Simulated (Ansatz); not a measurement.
In3Sb:

```
Sb In
1.0
     4.83696    0.00000    0.00000
     0.00000    4.83696    0.00000
     0.00000    0.00000    4.83696
Sb In
1 3
Direct
  0.00000 0.00000 0.00000
  0.00000 0.50000 0.50000
  0.50000 0.00000 0.50000
  0.50000 0.50000 0.00000
```

The cell comes from a database or a generator and needn't be the stable form of this composition.

```yaml
Program: Ansatz 0.2.0
Task: single point
Functional: PBEsol
Potentials_or_basis: all-electron LAPW, scalar-relativistic
Cutoff: 157 eV (chosen from the basis error)
Basis_error_allowed: 0.001 eV/atom
k_mesh: 6 × 6 × 6
Occupations: fermi-dirac, width 0.05 eV
Spin: no spin polarisation
```

On this cell: pressure -2.6 GPa; largest force zero by symmetry; band gap on the k mesh none (metal or under the smearing width).

The same run follows on a disturbed copy (atoms moved at random, drawn with an rms of 0.05 Å):

```
Sb In
1.0
     4.83696    0.00000    0.00000
     0.00000    4.83696    0.00000
     0.00000    0.00000    4.83696
Sb In
1 3
Direct
  0.00136 0.00527 0.01176
  0.00178 0.49437 0.50751
  0.50510 0.01187 0.49896
  0.50608 0.50228 0.00187
```

Problem. What changes?

Solution. The energy (extrapolated to zero smearing) moves by +1.2 meV/atom; pressure -2.5 GPa; largest force 0.110 eV/Å; band gap on the k mesh none (metal or under the smearing width).

Forces in eV/Å, atoms in the order of the input:
```
Sb   0.013 -0.042  0.001
In   0.037  0.087 -0.007
In  -0.023 -0.105  0.023
In  -0.026  0.059 -0.017
```
